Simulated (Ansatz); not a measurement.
# HfN: an elastic constant from a strain scan

All numbers below come from DFT PBEsol, scalar-relativistic, plane waves, PAW (Ansatz). The runs took a 420 eV cutoff, a Γ-centred 18×18×10 mesh and Gaussian smearing (0.15 eV). Spin–orbit coupling is left out, which can shift energies with elements as heavy as these. No spin polarisation. Energies are free energies at this smearing, counted from the undisturbed cell; pressure is positive in compression.

Reference structure (relaxed at this level; this form isn't the usual structure):

```xyz
4
Lattice="3.1277 0.0000 0.0000 -1.5639 2.7087 0.0000 0.0000 0.0000 5.3909" Properties=species:S:1:pos:R:3 pbc="T T T"
Hf    1.5639    0.9029    4.0432
Hf    0.0000    1.8058    1.3477
N     0.0000    0.0000    0.0000
N     0.0000    0.0000    2.6955
```

The cell is strained by ε times the Voigt pattern (0, 0, 0, 0, 0, 1) (xx, yy, zz, yz, xz, xy; engineering shear) with fractional coordinates fixed. The cell holds 4 atoms in V0 = 45.67 Å³. The stress column is τ = (1/V0) dE/dε, got from the stress tensor σ (compression positive) at each point as −det(1 + εP) σ : P(1 + εP)⁻¹, with P the pattern as a tensor.

```
      ε  ΔE (meV/atom)  τ (GPa)
-0.0350          8.690   -6.961
-0.0300          6.389   -5.972
-0.0200          2.841   -3.987
-0.0100          0.707   -1.995
 0.0000          0.000    0.000
 0.0100          0.707    1.995
 0.0200          2.841    3.987
 0.0300          6.389    5.972
 0.0350          8.690    6.961
 0.0400              ?        ?
```

Q: Which combination of elastic constants does this scan measure, and how large is it?

A: For small ε, τ = τ0 + Kε with K = pᵀCp, which for this pattern is C66 in the Cartesian frame shown. The parabola through τ at ε = -0.0100, 0 and 0.0100 has slope K = 199 GPa at zero. The energies per cell, E = NΔE, of the same two points give K = 2[E(ε₊)/ε₊ − E(ε₋)/ε₋]/[(ε₊ − ε₋)V0] = 199 GPa, in agreement. These are clamped-ion values.

Q: Predict the withheld row at ε = 0.0400 from the harmonic law, and compare.

A: ΔE = V0(τ0 ε + Kε²/2)/N = 11.373 meV/atom and τ = 7.98 GPa. The calculation gives 11.350 meV/atom and 7.95 GPa, a miss of 0.2 % of the harmonic energy, so the harmonic law still holds here.

Forces appear on the atoms along this scan, and letting them relax would lower the energy and soften the response. In a metal these slopes depend on the k mesh and the smearing.